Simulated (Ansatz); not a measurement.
# Zinc, bcc: r²SCAN0 after r²SCAN

How do the levels change when part of the exchange is made exact, and what does it cost? Spin polarisation is left out. The geometry was relaxed under r²SCAN beforehand and is kept. Exact exchange is dear, so the k-mesh is coarse, and r²SCAN is run on the same mesh for comparison.

Method: DFT, plane waves (500 eV) with PBE-made PAW files, scalar-relativistic; functionals as named at each step, in Ansatz 0.2.0.

### Step 1. The structure to begin with

Symmetry: Im-3m, No. 229, cubic system. The conventional cell has a = 3.067 Å, b = 3.067 Å, c = 3.067 Å, α = 90.00°, β = 90.00°, γ = 90.00°. Zn (site symmetry m-3m) is surrounded by 8 Zn at 2.66 Å.

Coordinates:

```xyz
1
Lattice="-1.5337 1.5337 1.5337 1.5337 -1.5337 1.5337 1.5337 1.5337 -1.5337" Properties=species:S:1:pos:R:3 pbc="T T T"
Zn    0.0000    0.0000    0.0000
```

### Step 2. r²SCAN, coarse mesh

The run with r²SCAN.

input.yaml reads:

```yaml
crystal:
  lattice:
    - [-1.5336721756, 1.5336721756, 1.5336721756]
    - [1.5336721756, -1.5336721756, 1.5336721756]
    - [1.5336721756, 1.5336721756, -1.5336721756]
  atoms:
    - { symbol: Zn, position: [0.0, 0.0, 0.0] }
hamiltonian:
  xc: r2scan
  pseudopotentials:
    kind: paw
    azcp:
      Zn: "pseudopotentials/Zn.paw.azcp"
basis:
  ecutwfc: 500
  fft_grid_basis: typed
kpoints:
  mp_grid: { grid: [7, 7, 7], shift: [0, 0, 0] }
magnetization:
  spin_polarized: false
scf:
  occupations: { method: fermi_dirac, width: 0.1 }
```

Command:

```bash
> ansatz run input.yaml --threads 4 --pin off --max-ram 8192MiB --backend cpu --events-out ev --progress --plain --runs-dir out
```

Standard output:

```text
Warning: RAYON_NUM_THREADS=4 ignored (pool sized by the plan → 4); use --threads N
Engine: ansatz 0.2.0, aarch64-unknown-linux-gnu
Pseudopotentials: kind: paw
Pseudopotential: Zn, paw, valence charge 12, recommended cutoff 500 eV (meta_gga), <dir>
Functional definition: r2SCAN
  parameter k0 = 0.174
  parameter k1 = 0.065
  parameter a1 = 4.9479
  exchange = r2scan_x(k0 = k0, k1 = k1, a1 = a1)
  correlation = r2scan_c
Crystal: 1 atoms, lattice volume = 14.430 Å³
Basis set: ecut = 500 eV, 369 PW (Γ), exchange–correlation on 80×80×80 points (64 copies of the dense FFT grid, shifted against one another)
Bands: 10, of which v1, the nominal top of the filled ones, is band 6 counted from 1 (5 counted from 0)
Symmetry: 48 space group operations
Space group: Im-3m (ITA 229), of the structure as read, at distance tolerance 2.4e-5 Å
k-points: 20 of 343
Non-local potential: Zn, projectors of the file, l = 0: 2, l = 1: 2, l = 2: 3, l = 3: 1
PAW form: soft (Blöchl's): semilocal exchange-correlation on the pseudo side does not see the compensation charge
PAW frozen core: Zn, regenerated for the run's functional (the file was generated under x = pbe(κ = 0.804, μ = 0.2195149727645171), c = pbe(β = 0.06672455060314922))
PAW one-centre angular grid: Zn, 590 points (default); XC on 261 of its mesh's 2673 points in the sphere
Initial density: superposition of atomic densities (neutral atoms: chi_scale 0, normalization atom), corrected by the library's trained network
Initial wavefunctions: pseudopotential atomic-orbital guess
Functional: x = r2scan, c = r2scan; τ floored in thin density (d = 2e-4 eV/Å³)
SCF iter   1: F=—  HF=-3325.629964 eV  |F-HF|=—  |Δ(HF+E_count)|=         —  Δρ=2.52e-2  dr2=4.41e-2  dr2_τ=1.07e-3  ethr=1.77e-3  ⟨swp⟩=4.9  Hψ=1340  notcnv=0
preconditioner: auto → none  [insulator: Δε(μ)=0.942 eV  Ē_g=18.916 eV  σ=0.100 eV  W_gap=0.95  n_scr=0 (ndim 8)  ℏωp=33.9 eV  f_vac=0.000  D(μ)=0.12/eV (n_scr^D=0)  ε∞_Penn≈4.2]
SCF iter   2: F=—  HF=-3325.623581 eV  |F-HF|=—  |Δ(HF+E_count)|=   6.38e-3  Δρ=7.96e-3  dr2=6.14e-3  dr2_τ=2.15e-4  ethr=3.67e-4  ⟨swp⟩=2.2  Hψ=559  notcnv=0
SCF iter   3: F=—  HF=-3325.618601 eV  |F-HF|=—  |Δ(HF+E_count)|=   4.98e-3  Δρ=3.24e-3  dr2=5.49e-4  dr2_τ=3.48e-6  ethr=5.12e-5  ⟨swp⟩=2.0  Hψ=391  notcnv=0
SCF iter   4: F=—  HF=-3325.618803 eV  |F-HF|=—  |Δ(HF+E_count)|=   2.02e-4  Δρ=2.69e-4  dr2=3.85e-6  dr2_τ=7.61e-8  ethr=4.58e-6  ⟨swp⟩=1.6  Hψ=326  notcnv=0
SCF iter   5: F=—  HF=-3325.618806 eV  |F-HF|=—  |Δ(HF+E_count)|=   2.56e-6  Δρ=3.61e-5  dr2=8.21e-8  dr2_τ=9.19e-10  ethr=3.21e-8  ⟨swp⟩=2.1  Hψ=307  notcnv=0
SCF iter   6: F=-3325.618806 eV  HF=-3325.618806 eV  |F-HF|=3.76e-10  |Δ(HF+E_count)|=   1.41e-7  Δρ=1.74e-6  dr2=1.63e-10  dr2_τ=7.51e-12  ethr=6.84e-10  ⟨swp⟩=1.2  Hψ=610  notcnv=0
SCF 1 converged in 6 iterations: F = -3325.618806 eV  dr2 = 1.63e-10
SCF converged after 6 iterations
Free energy (F): -3325.618806 eV
Harris-Foulkes:  -3325.618806 eV  (|F-HF|=3.76e-10)
Internal energy: -3325.613765 eV  (E = F + TS)
E sigma→0 (E₀):  -3325.616285 eV
Entropy (-TS):   -0.005041 eV (-5.041 meV/atom)
Fermi energy:    11.640973 eV
--- Per-component energies (eV) ---
  E_band       = 52.131613
  E_kinetic    = 130.651237
  E_local      = -1501.346762  (includes V_loc(G=0)·N_el)
  E_nonlocal   = 614.019537
  E_hartree    = 632.330262
  E_xc         = -124.625428
  E_vxc        = -54.886759  (∫ρ·V_xc dr)
  E_paw        = -1846.384686  (= ΣΔE_a)
  E_vpaw       = -404.183350  (= ΣTr[D̂ρ^β])
  E_aug_tail   = -0.000064  (compensation charges beyond the density's cutoff)
  E_vtau       = 3.217656  (kinetic-family band-sum trace: ∫τ·v_τ [+ j·A + Jᵃ·Aᵃ] dr)
  E_ewald      = -1230.075243
  E_core_change = -0.182619  (= ΣΔE_core)
  E_smearing   = -0.005041  (= −TS)
  E_closure    = 0.000000  (closes the sum)
  Σ components = -3325.618806   (vs F -3325.618806, Δ=0.00e0)
```

Wall time 0.33 s (4 threads of Arm Neoverse V2, shared host); peak memory 0.27 GiB.

### Step 3. r²SCAN0, coarse mesh

The run with r²SCAN0.

input.yaml: that of step 2 with these lines changed.

```diff
@@ -8,3 +8,3 @@
 hamiltonian:
-  xc: r2scan
+  xc: r2scan0
   pseudopotentials:
@@ -22 +22,6 @@
   occupations: { method: fermi_dirac, width: 0.1 }
+output:
+  write_density: true
+  write_potential: true
+  elf: true
+  volumetric_format: npy
```

Command:

```bash
> ansatz run input.yaml --threads 4 --pin off --max-ram 8192MiB --backend cpu --events-out ev --progress --plain --runs-dir out
```

Standard output:

```text
Warning: RAYON_NUM_THREADS=4 ignored (pool sized by the plan → 4); use --threads N
Engine: ansatz 0.2.0, aarch64-unknown-linux-gnu
Pseudopotentials: kind: paw
Pseudopotential: Zn, paw, valence charge 12, recommended cutoff 500 eV (meta_gga), <dir>
Functional definition: r2SCAN0
  parameter a = 0.25
  parameter k0 = 0.174
  parameter k1 = 0.065
  parameter a1 = 4.9479
  exchange = (1 - a)*r2scan_x(k0 = k0, k1 = k1, a1 = a1) + a*exact_x
  correlation = r2scan_c
Crystal: 1 atoms, lattice volume = 14.430 Å³
Basis set: ecut = 500 eV, 369 PW (Γ), exchange–correlation on 80×80×80 points (64 copies of the dense FFT grid, shifted against one another)
Bands: 10, of which v1, the nominal top of the filled ones, is band 6 counted from 1 (5 counted from 0)
Symmetry: 48 space group operations
Space group: Im-3m (ITA 229), of the structure as read, at distance tolerance 2.4e-5 Å
k-points: 20 of 343
Non-local potential: Zn, projectors of the file, l = 0: 2, l = 1: 2, l = 2: 3, l = 3: 1
PAW form: soft (Blöchl's): semilocal exchange-correlation on the pseudo side does not see the compensation charge
PAW frozen core: Zn, regenerated for the run's functional, and the local potential with it (the file was generated under x = pbe(κ = 0.804, μ = 0.2195149727645171), c = pbe(β = 0.06672455060314922))
PAW one-centre angular grid: Zn, 590 points (default); XC on 261 of its mesh's 2673 points in the sphere
Initial density: superposition of atomic densities (neutral atoms: chi_scale 0, normalization atom), corrected by the library's trained network
Initial wavefunctions: pseudopotential atomic-orbital guess
Functional: x = r2scan, c = r2scan; τ floored in thin density (d = 2e-4 eV/Å³), warm-up for x = 0.75 r2scan + 0.25 exact, c = r2scan; τ floored in thin density (d = 2e-4 eV/Å³)
SCF iter   1: F=—  HF=-3325.635157 eV  |F-HF|=—  |Δ(HF+E_count)|=         —  Δρ=2.68e-2  dr2=5.02e-2  dr2_τ=9.92e-4  ethr=1.77e-3  ⟨swp⟩=10.6  Hψ=1081  notcnv=0
preconditioner: auto → none  [insulator: Δε(μ)=0.938 eV  Ē_g=18.960 eV  σ=0.100 eV  W_gap=0.95  n_scr=0 (ndim 8)  ℏωp=33.9 eV  f_vac=0.000  D(μ)=0.12/eV (n_scr^D=0)]
SCF iter   2: F=—  HF=-3325.625297 eV  |F-HF|=—  |Δ(HF+E_count)|=   9.86e-3  Δρ=8.52e-3  dr2=6.94e-3  dr2_τ=2.59e-4  ethr=4.19e-4  ⟨swp⟩=4.0  Hψ=630  notcnv=0
iter 3 solved again at ethr=5.02e-6 eV; its pass at ethr=5.79e-5 eV (dr2=6.02e-4 eV) is discarded
SCF iter   3: F=—  HF=-3325.619645 eV  |F-HF|=—  |Δ(HF+E_count)|=   5.65e-3  Δρ=3.38e-3  dr2=6.03e-4  dr2_τ=3.28e-6  ethr=5.02e-6  ⟨swp⟩=2.0  Hψ=886  notcnv=0
SCF iter   4: F=—  HF=-3325.619841 eV  |F-HF|=—  |Δ(HF+E_count)|=   1.95e-4  Δρ=1.37e-4  dr2=2.53e-6  dr2_τ=9.62e-8  ethr=5.02e-6  ⟨swp⟩=2.9  Hψ=341  notcnv=0
SCF iter   5: F=—  HF=-3325.619845 eV  |F-HF|=—  |Δ(HF+E_count)|=   4.13e-6  Δρ=4.25e-5  dr2=2.24e-7  dr2_τ=6.52e-9  ethr=2.11e-8  ⟨swp⟩=4.0  Hψ=537  notcnv=0
SCF iter   6: F=—  HF=-3325.619845 eV  |F-HF|=—  |Δ(HF+E_count)|=   1.49e-7  Δρ=3.18e-5  dr2=7.61e-8  dr2_τ=1.38e-9  ethr=1.87e-9  ⟨swp⟩=3.0  Hψ=421  notcnv=0
SCF iter   7: F=—  HF=-3325.619845 eV  |F-HF|=—  |Δ(HF+E_count)|=   1.02e-8  Δρ=1.26e-5  dr2=1.21e-8  dr2_τ=3.19e-11  ethr=6.34e-10  ⟨swp⟩=2.1  Hψ=323  notcnv=0
SCF iter   8: F=-3325.619845 eV  HF=-3325.619845 eV  |F-HF|=6.28e-11  |Δ(HF+E_count)|=   1.09e-9  Δρ=1.04e-6  dr2=6.91e-11  dr2_τ=1.43e-12  ethr=1.01e-10  ⟨swp⟩=3.0  Hψ=355  notcnv=0
SCF 1 converged in 8 iterations: F = -3325.619845 eV  dr2 = 6.91e-11
Initial density: handed on by an earlier stage of this run
Initial wavefunctions: those handed on with the density
Functional: x = 0.75 r2scan + 0.25 exact, c = r2scan; τ floored in thin density (d = 2e-4 eV/Å³)
Frozen-core exchange: fock
iter 1 solved again at ethr=4.50e-4 eV; its pass at ethr=1.00e-1 eV (dr2=5.40e-2 eV) is discarded
SCF iter   1: F=—  HF=-3324.131688 eV  |F-HF|=—  |Δ(HF+E_count)|=         —  Δρ=2.79e-2  dr2=6.11e-2  dr2_τ=7.21e-5  ethr=4.50e-4  ⟨swp⟩=3.4  Hψ=876  notcnv=0
preconditioner: auto → none  [insulator: Δε(μ)=1.539 eV  Ē_g=22.379 eV  σ=0.100 eV  W_gap=0.93  n_scr=0 (ndim 8)  ℏωp=33.9 eV  f_vac=0.000  D(μ)=0.11/eV (n_scr^D=0)]
SCF iter   2: F=—  HF=-3324.115339 eV  |F-HF|=—  |Δ(HF+E_count)|=   1.63e-2  Δρ=2.67e-3  dr2=1.38e-3  dr2_τ=1.97e-4  ethr=4.50e-4  ⟨swp⟩=3.5  Hψ=535  notcnv=0
SCF iter   3: F=—  HF=-3324.117642 eV  |F-HF|=—  |Δ(HF+E_count)|=   2.30e-3  Δρ=5.66e-3  dr2=2.23e-3  dr2_τ=3.40e-6  ethr=7.07e-6  ⟨swp⟩=4.0  Hψ=613  notcnv=0
SCF iter   4: F=—  HF=-3324.117489 eV  |F-HF|=—  |Δ(HF+E_count)|=   1.53e-4  Δρ=2.43e-3  dr2=4.28e-4  dr2_τ=1.53e-6  ethr=7.07e-6  ⟨swp⟩=2.0  Hψ=318  notcnv=0
SCF iter   5: F=—  HF=-3324.118082 eV  |F-HF|=—  |Δ(HF+E_count)|=   5.93e-4  Δρ=8.01e-4  dr2=5.77e-5  dr2_τ=2.16e-7  ethr=2.90e-6  ⟨swp⟩=2.9  Hψ=336  notcnv=0
SCF iter   6: F=-3324.118046 eV  HF=-3324.118046 eV  |F-HF|=1.69e-7  |Δ(HF+E_count)|=   3.66e-5  Δρ=8.05e-5  dr2=6.98e-7  dr2_τ=7.19e-9  ethr=3.61e-7  ⟨swp⟩=4.0  Hψ=525  notcnv=0
SCF 2 stopped early in 6 iterations: F = -3324.118046 eV  dr2 = 6.98e-7
hybrid outer 1: dexx = +5.851e-3 eV, tail = 2.83e-5 eV
Frozen-core exchange: fock
SCF iter   1: F=—  HF=-3324.117868 eV  |F-HF|=—  |Δ(HF+E_count)|=         —  Δρ=1.19e-4  dr2=1.52e-6  dr2_τ=4.67e-9  ethr=1.18e-6  ⟨swp⟩=4.2  Hψ=512  notcnv=0
preconditioner: auto → none  [insulator: Δε(μ)=1.502 eV  Ē_g=22.053 eV  σ=0.100 eV  W_gap=0.92  n_scr=0 (ndim 8)  ℏωp=33.9 eV  f_vac=0.000  D(μ)=0.11/eV (n_scr^D=0)]
iter 2 solved again at ethr=2.42e-10 eV; its pass at ethr=1.05e-8 eV (dr2=2.90e-8 eV) is discarded
SCF iter   2: F=—  HF=-3324.117868 eV  |F-HF|=—  |Δ(HF+E_count)|=   6.20e-8  Δρ=1.84e-5  dr2=1.02e-7  dr2_τ=7.65e-10  ethr=2.42e-10  ⟨swp⟩=3.0  Hψ=893  notcnv=0  defer=1
SCF iter   3: F=-3324.117868 eV  HF=-3324.117868 eV  |F-HF|=2.40e-8  |Δ(HF+E_count)|=   4.61e-7  Δρ=1.31e-5  dr2=1.89e-8  dr2_τ=6.20e-11  ethr=2.28e-10  ⟨swp⟩=4.0  Hψ=462  notcnv=0
SCF 3 converged in 3 iterations: F = -3324.117868 eV  dr2 = 1.89e-8
hybrid outer 2: dexx = +5.075e-7 eV, tail = 6.45e-8 eV, Δε = 8.65e-3 eV (about 7.15e-4 eV left of the loop's levels)
hybrid SCF converged: 2 outer / 9 inner (+8 warm-up), last move |dexx| = 5.08e-7 eV, tail = 6.45e-8 eV
Stability not checked: this state was not tested for a lower state beside it, because the functional holds exact exchange (a hybrid, or Hartree-Fock), whose exchange loop this test does not read (fock_operator; see scf.lower_state_search)
Free energy (F): -3324.117868 eV
Frozen-core exchange: fock
Harris-Foulkes:  -3324.117868 eV  (|F-HF|=2.40e-8)
Internal energy: -3324.113673 eV  (E = F + TS)
E sigma→0 (E₀):  -3324.115771 eV
Entropy (-TS):   -0.004196 eV (-4.196 meV/atom)
Fermi energy:    11.431987 eV
--- Per-component energies (eV) ---
  E_band       = 23.733884
  E_kinetic    = 130.416443
  E_local      = -1509.685568  (includes V_loc(G=0)·N_el)
  E_nonlocal   = 617.908440
  E_hartree    = 639.685461
  E_xc         = -96.208412
  E_vxc        = -41.930500  (∫ρ·V_xc dr)
  E_exx        = -46.521736  (= α·E_x^exact, valence–valence)
  E_paw        = -1830.076942  (= ΣΔE_a)
  E_vpaw       = -361.546803  (= ΣTr[D̂ρ^β])
  E_aug_tail   = -0.000064  (compensation charges beyond the density's cutoff)
  E_vtau       = 2.238076  (kinetic-family band-sum trace: ∫τ·v_τ [+ j·A + Jᵃ·Aᵃ] dr)
  E_ewald      = -1230.075243
  E_core_change = 0.443949  (= ΣΔE_core)
  E_smearing   = -0.004196  (= −TS)
  E_closure    = 0.000000  (closes the sum)
  Σ components = -3324.117868   (vs F -3324.117868, Δ=-4.55e-13)
--- Band table (eV; the first three rows and the last of 20) ---
  k-point 0: bands = ["-1.2656", "0.8926", "0.8926", "0.8926", "1.4377", "1.4377", "34.7146", "34.7146"]
  k-point 1: bands = ["-0.5212", "0.8262", "0.9289", "1.0645", "1.3884", "1.4433", "27.5015", "31.1835"]
  k-point 2: bands = ["0.3652", "0.6781", "1.3701", "1.4594", "1.4725", "2.3376", "19.9078", "27.8065"]
  k-point 19: bands = ["0.2893", "0.3104", "1.7033", "1.7033", "1.7509", "14.0396", "17.7605", "17.7605"]
  guard bands above this table: 2 of the run's 10 bands. The solve was not asked for them (output.publish_guard_bands: true or output.eigenvalues: true publishes all)
```

Run time: 2.7 s. Hardware: 4 threads of Arm Neoverse V2, shared host; peak memory 0.78 GiB.

Axes a, b and c in the maps are those of this run's conventional cell (a, b, c = 3.067, 3.067, 3.067 Å).

Density in a lattice plane of the grid's cell (edges 3.07 and 3.07 Å, at 0.000 of the third edge), which holds Zn.

Ten even steps from '0' (0.16 e/Å³) to '9' (46.22 e/Å³):
```
753100000000000000000135
332000000000000000000023
110000000000000000000001
000000000000000000000000
000000000000000000000000
000000000000000000000000
000000000000000000000000
000000000000000000000000
000000000000000000000000
000000000000000000000000
000000000000000000000000
000000000000000000000000
000000000000000000000000
000000000000000000000000
000000000000000000000000
000000000000000000000000
110000000000000000000001
332000000000000000000023
753100000000000000000135
975210000000000000001257
```
Columns run along the first of these edges and rows up along the second, over one cell in 24 and 20 even steps from the bottom left corner. Atoms in the plane (fractional): Zn at (0.00, 0.00).

ELF in the same plane.

Ten even steps from '0' (0.00) to '9' (0.36):
```
000012445578887554421000
000023445678987654432000
001234555689998655543210
223345556799999765554332
444555567899999876555544
444555678999999987655544
555567889999999998876555
666788999999999999988766
888899999999899999999888
889999999998889999999998
888899999999899999999888
666788999999999999988766
555567889999999998876555
444555678999999987655544
444555567899999876555544
223345556799999765554332
001234555689998655543210
000023445678987654432000
000012445578887554421000
000012445578887554421000
```
Columns run along the first of these edges and rows up along the second, over one cell in 24 and 20 even steps from the bottom left corner. Atoms in the plane (fractional): Zn at (0.00, 0.00).

Both are smooth fields of the valence electrons: close to the nuclei they are not physical.

### Step 4. The functionals compared

```
functional               gap on the mesh  Fermi energy (eV)  SCF cycles  exchange loops  CPU time
    r²SCAN  none (levels filled in part)             11.641           6               -    0.76 s
   r²SCAN0  none (levels filled in part)             11.432          17               2       8 s
```

### Step 5. Outcome

| quantity | value |
| --- | --- |
| r²SCAN: gap | none (levels filled in part) |
| r²SCAN0: gap | none (levels filled in part) |
| r²SCAN0: SCF cycles, exchange loops | 17, 2 |
| r²SCAN0: CPU time over that of r²SCAN | 10 |
| r²SCAN0: relative to hcp | +105 meV/atom |

**Reading.** Both r²SCAN and r²SCAN0 leave levels filled in part. The hybrid took 10 times as much CPU time as r²SCAN on the same settings. r²SCAN0 needed 2 outer loops of the exchange operator. The dense-mesh value adds +47.2 meV/atom, the change that r²SCAN shows between the coarse mesh and its own dense run (not shown). Under r²SCAN0 it lies 105 meV/atom above hcp (computed apart in the same way); on such meshes a few tens of meV are uncertain for metals. The total energies in the logs cannot be compared from one functional to another.
